Q: I read the frequencies of this aluminium crystal from top to bottom as if they formed a curve. They rise from zero and go up and down, and at the last wave vector they are back at 147 and 296 cm⁻¹. Does the lattice soften there?

GPAW 26.7.0, PBEint with PAW data sets and a 510 eV plane-wave cutoff: harmonic phonons of fcc aluminium at the relaxed cell, from finite displacements in a 2×2×2 supercell of the primitive cell. The k mesh is 11×11×11 for the primitive cell and 6×6×6 for the supercell, with Fermi–Dirac smearing of 0.05 eV.

```
row  phonon q row (row)  phonon frequency (cm⁻¹)
  1                   1                      0.0
  2                   1                      0.0
  3                   1                      0.0
  4                   2                    147.0
  5                   2                    147.0
  6                   2                    295.8
  7                   3                    147.0
  8                   3                    147.0
  9                   3                    295.8
 10                   4                    202.9
 11                   4                    202.9
 12                   4                    350.1
 13                   5                    147.0
 14                   5                    147.0
 15                   5                    295.8
 16                   6                    202.9
 17                   6                    202.9
 18                   6                    350.1
 19                   7                    202.9
 20                   7                    202.9
 21                   7                    350.1
 22                   8                    147.0
 23                   8                    147.0
 24                   8                    295.8
```

A: It doesn't, because the rows are not steps along a path. The column "phonon q row" numbers the wave vectors, which are in order (0, 0, 0), (0, 0, ½), (0, ½, 0), (0, ½, ½), (½, 0, 0), (½, 0, ½), (½, ½, 0) and (½, ½, ½). These are fractions of the reciprocal lattice vectors of the primitive cell, which are slanted against the cube edges. A wave vector with a single ½, and also the one with three, points along a body diagonal of the cube; such a point is called L. A wave vector with two ½ points along a cube edge and is called X. The last one is therefore L once more, and it has to repeat the earlier L values.

Q: Then how many independent frequencies are there?

A: Four, apart from the zeros. A cube has four body diagonals and three edge directions, so the eight wave vectors are Γ (the zero vector) once, L four times and X three times. One atom per cell can move in three directions, which gives three frequencies at each wave vector. At L and at X two of them are equal, because the two sideways directions are equivalent by symmetry. The repeats in the table follow from the cube and add no evidence.

Q: Why does Γ give only zeros? I expected some high optical modes there.

A: At Γ every cell moves in the same way at the same time. With one atom per cell this shifts the whole crystal, no contact changes its length, and nothing pulls the atoms back. An optical mode needs at least two atoms in the cell that can move against each other. The high values at L and X are thus the short-wave ends of acoustic branches, and their distance from the low values is not the LO–TO splitting of ionic crystals.

Q: What do the atoms do at L and X, then?

A: They move as flat, rigid planes, each one against the next. At L these are the close-packed planes stacked along the body diagonal, and at X the square planes stacked along the cube edge. A simpler system with the same motion is a chain of equal beads joined by springs, at its shortest wave, where each bead moves against both neighbours. Each plane plays the part of a bead. The comparison ends at the springs: in the chain they lie along the line of beads, while in the crystal the contacts between planes are slanted, so they also resist sideways motion.

Q: Can the slant tell me the order of the frequencies?

A: Yes, if we take each contact between nearest neighbours as a spring of stiffness k that resists only a change of length. Let one plane move by u and the next by −u, and let θ be the angle between a contact and the motion. The contact changes its length by 2u cos θ, and the part of its force along the motion is 2ku cos²θ. Summing over the contacts of an atom of mass m that join it to the planes above and below gives

m ω² = 2k S, with S = sum of cos²θ

where ω is 2π times the vibration frequency. Contacts within a plane drop out, since their two ends move together.

Q: What is S in the four cases?

A: Each atom has 12 nearest neighbours. At L, six of them lie in the adjacent planes, and these contacts stand steeply, about 35° from the stacking direction. At X there are eight, but they lean over to 45°. Averaging cos²θ over the contacts gives

L, along the stacking direction: S = 6 × 2/3 = 4
L, sideways: S = 6 × 1/6 = 1
X, along the stacking direction: S = 8 × 1/2 = 4
X, sideways: S = 8 × 1/4 = 2

Q: So the sideways, or transverse, modes are low because the contacts are badly placed to resist them?

A: That is the main point. Steep contacts are strained strongly when planes approach each other and only weakly when planes slide, so sliding is easiest at L. At X there are more contacts and they lean further, and both changes make sliding harder. For the longitudinal motion, along the stacking direction, the two changes cancel: more contacts, each of them less well aligned. The frequency goes as the square root of S, so the model expects 1 : √2 : 2 : 2 for transverse L, transverse X, longitudinal L and longitudinal X.

Q: Could we try it on one value?

A: Take the lowest mode, transverse L at 147 cm⁻¹, to set the stiffness; that value is then used up and tests nothing. For transverse X we get

√2 × 147 = 208 cm⁻¹

and the calculation gives 203, so the estimate is about 2% too high relative to the computed value. The output printed below makes the same comparison for both longitudinal modes.

Q: How do those two come out?

A: The model puts both at 2 × 147 = 294 cm⁻¹. For L the calculation gives 296, which agrees well. For X it gives 350, and the estimate is 16% too low relative to that. The irregular feature of the table is therefore the gap of 54 cm⁻¹ between two longitudinal modes that the springs make equal.

Q: So longitudinal X is simply the wrong number?

A: The comparison can't decide that, because it depends on which mode sets the stiffness. If longitudinal X sets it, transverse L comes out at 175 cm⁻¹, well above the computed value, and the other modes look odd instead. Measured aluminium is a better guide: there the two longitudinal modes lie close together, at roughly 320 cm⁻¹ as a recalled value. Against that, the computed L mode is too low and the X mode too high by similar amounts. The good agreement of the model at L is thus no sign that the calculated value there is accurate.

Q: Could the second neighbours produce the gap? They lie along the cube edges, and I have left them out.

A: It is a sensible idea, because they do tell L from X. At X an atom and its second neighbours move together, so these contacts are not strained; at L they move against each other. By cubic symmetry they shift the squares of the three L frequencies by the same amount. Suppose the nearest-neighbour springs are set by longitudinal X, and the second neighbours then have to pull longitudinal L down to its computed value. The same shift would make the square of the transverse L frequency negative, which means an unstable lattice, whereas the calculation finds a real frequency there. So second neighbours, added to these springs, can't produce the gap.

Q: What else could it be?

A: In a metal the conduction electrons rearrange when planes move, and this carries forces beyond simple springs and over longer distances. Such forces are real in aluminium, but four frequencies are too few to sort them out, and the near equality in measured aluminium speaks against reading the gap as a property of the bonding. A numerical origin is plausible: phonons of aluminium are known to react to how finely the electron states near the Fermi level are sampled, and the smearing used here is small, while the mesh is a usual working one that was not taken to its limit. This is a guess that a run with a denser mesh or a wider smearing would test.

Q: The general notes on these data warn about phonons from small supercells. Isn't that the answer?

A: Probably not for this gap. The run itself reports no warning; the one in the notes comes from the data makers' tests on other systems. A wave at L or X repeats after two cells, so it fits exactly into a supercell that is doubled along each axis, and its frequency needs no interpolation. The size of the supercell matters at wave vectors in between, where the frequencies depend on forces that so small a cell can't separate.

Q: If I had copper in place of aluminium, what would carry over?

A: Copper has the same crystal structure, so the counting of modes and the equal transverse pairs carry over exactly. The slant of the contacts is also the same, and again it favours sliding at L over sliding at X. In the spring model only the common scale changes, the square root of k/m; in the real metal the ratios can shift somewhat too. Copper atoms are more than twice as heavy, and its frequencies are known to lie lower.

Q: I need heat capacity and thermal expansion for a process model. Can I take these frequencies as they stand?

A: Not as they stand. Both properties are sums over vibrations of every wavelength, and the table samples only Γ and the short-wave ends L and X. The wave vectors in between are where the small supercell is weakest, and thermal expansion also needs to know how the frequencies change with volume. For those sums I would first repeat the phonons with a denser electron mesh, to see whether the longitudinal gap closes, and then enlarge the supercell.

Numerical output:

```
number of rows at Gamma: 3
number of rows at L: 12
number of rows at X: 9
L transverse frequency (1/cm): 147
L longitudinal frequency (1/cm): 295.8
X transverse frequency (1/cm): 202.9
X longitudinal frequency (1/cm): 350.1
longitudinal X less longitudinal L (1/cm): 54.3
longitudinal over transverse at L: 2.012
longitudinal over transverse at X: 1.725
transverse X over transverse L: 1.38
spring estimate from L transverse: L longitudinal (1/cm): 294
spring estimate from L transverse: X transverse (1/cm): 207.9
spring estimate from L transverse: X longitudinal (1/cm): 294
estimate less table, L longitudinal (percent): -0.6085
estimate less table, X transverse (percent): 2.459
estimate less table, X longitudinal (percent): -16.02
same springs set by X longitudinal: L transverse (1/cm): 175.1
same springs set by X longitudinal: X transverse (1/cm): 247.6
shift of squared frequency needed at L to give the table's L longitudinal (1/cm squared): -35072
squared L transverse frequency after that shift (1/cm squared): -4430
L longitudinal less rough measured 320 (1/cm): -24.2
X longitudinal less rough measured 320 (1/cm): 30.1
```
